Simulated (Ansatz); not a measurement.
Input for Ansatz (plane-wave DFT, PAW):

```yaml
crystal:
  lattice:
    - [2.938, 0.0, 0.0]
    - [-1.469, 2.5443826363, 0.0]
    - [0.0, 0.0, 2.883]
  atoms:
    - { symbol: Ta, position: [0.3333333333, 0.6666666667, 0.5], spin: 1.0 }
    - { symbol: "N", position: [0.0, 0.0, 0.0] }
basis:
  ecutwfc: 420
kpoints:
  mp_grid: { grid: [6, 6, 6] }
hamiltonian:
  xc: pbe
scf:
  occupations: { method: gaussian, width: 0.1 }
  lower_state_search: "off"
output:
  forces: true
  stress: true
  eigenvalues: true
  populations: true
magnetization:
  spin_polarized: true
```

Launched with
```bash
ansatz run input.yaml --threads 1 --pin off --max-ram 2560MiB --backend cpu --events-out ev --progress --plain --runs-dir out
```

Method: DFT PBE, scalar-relativistic, plane waves, PAW in Ansatz.

Part of what the program printed, abridged (final results; tables in files aren't shown):

```
WARN: the starting moments were not kept: the SCF closed with an absolute magnetisation of 1.6e-6 μB, where they sum to 1 μB in size (1 site). That is at most 0.1 of that sum. Measured as dr2_m measures the in/out step, that magnetisation stands 5.2e-13 eV from none, at or under the dr2_threshold of 1.0e-7 eV: it is no larger than a step whose dr2_m would equal this threshold. The system may hold no moment; this SCF shows only that its start led to no more than that. To try another start: raise the starting moments (crystal.atoms[].spin, magnetization.per_species, magnetization.initial_magnetization, or on a non-collinear deck that types none of these the spinor_matrix: blocks that start its ...
SCF 1 converged in 14 iterations: F = -10318.526173 eV  dr2 = 2.58e-12
SCF converged after 14 iterations
Magnetization:  0.0000 μB (9.0000 up, 9.0000 down)
Absolute magnetization: 0.0000 μB (∫|ρ↑−ρ↓|, with the PAW one-centre terms)
Spin contamination: 0.0000 ħ² per cell (⟨S²⟩ above its minimum at these occupations)
Per-site moments (μB) at R_I (Å): [(-2.07041824e-7, 0.91823682), (-2.03564274e-7, 0.91823682)]
Free energy (F): -10318.526173 eV
Harris-Foulkes:  -10318.526173 eV  (|F-HF|=5.46e-12)
Internal energy: -10318.524974 eV  (E = F + TS)
E sigma→0 (E₀):  -10318.525573 eV
Entropy (-TS):   -0.001199 eV (-0.600 meV/atom)
Fermi energy:    20.448975 eV
--- Per-component energies (eV) ---
  E_band       = -52.005330
  E_kinetic    = 499.832429
  E_local      = -603.139226  (includes V_loc(G=0)·N_el)
  E_nonlocal   = 59.780117
  E_hartree    = 203.443375
  E_xc         = -280.132230
  E_vxc        = -282.612613  (∫ρ·V_xc dr)
  E_paw        = -8524.286517  (= ΣΔE_a)
  E_vpaw       = -132.753005  (= ΣTr[D̂ρ^β])
  E_aug_tail   = 0.000201  (compensation charges beyond the density's cutoff)
  E_ewald      = -1674.023123
  E_smearing   = -0.001199  (= −TS)
--- Forces (eV/Å), atoms counted from 1 ---
  atom   1  Ta     0.00000000     0.00000000     0.00000000
  atom   2  N      0.00000000     0.00000000     0.00000000
--- Stress (GPa, compression-positive) ---
        4.366925       0.000000       0.000000
        0.000000       4.366925       0.000000
        0.000000       0.000000       5.353713
  P = ⅓ Tr σ = 4.6959 GPa (46.959 kbar)
--- Band table (eV; the first three rows and the last of 56) ---
  k-point 0 ↑: bands = ["-48.1999", "-14.5532", "-14.2830", "-14.2830", "2.4811", "15.6729", "15.6729", "16.0400", "17.3045", "22.4394", "23.8223", "23.8223", "24.2597", "24.2597"]
  k-point 1 ↑: bands = ["-48.1872", "-14.7986", "-14.2629", "-14.2629", "3.0261", "14.4403", "15.8877", "15.8877", "18.6797", "21.9145", "21.9145", "23.3472", "25.1539", "25.1539"]
  k-point 2 ↑: bands = ["-48.1619", "-15.2607", "-14.2225", "-14.2225", "4.2802", "12.1074", "16.3120", "16.3120", "20.4834", "20.4834", "21.2086", "24.3368", "24.3368", "25.3765"]
  k-point 27 ↓: bands = ["-48.0657", "-15.1816", "-14.8979", "-14.8295", "4.5016", "12.0261", "13.6848", "16.3335", "19.8769", "24.7018", "25.2880", "26.9607", "27.7992", "29.5937"]
--- Löwdin populations: 2 sites ---
  site symbol q [e]    m [muB]
     0     Ta     12.2272     0.0000
     1      N      5.6848     0.0000
  spilling = 0.004888 (of n_electrons = 18.000000)
```

The calculation finished and met its thresholds.

The run took 6.6 s on 1 thread of AMD EPYC 7R43 64-Core Processor (Zen 3), with other jobs on the host, peak memory 0.33 GiB.

The k mesh is coarse. Spin-orbit coupling is left out, which matters for the bands of heavy elements.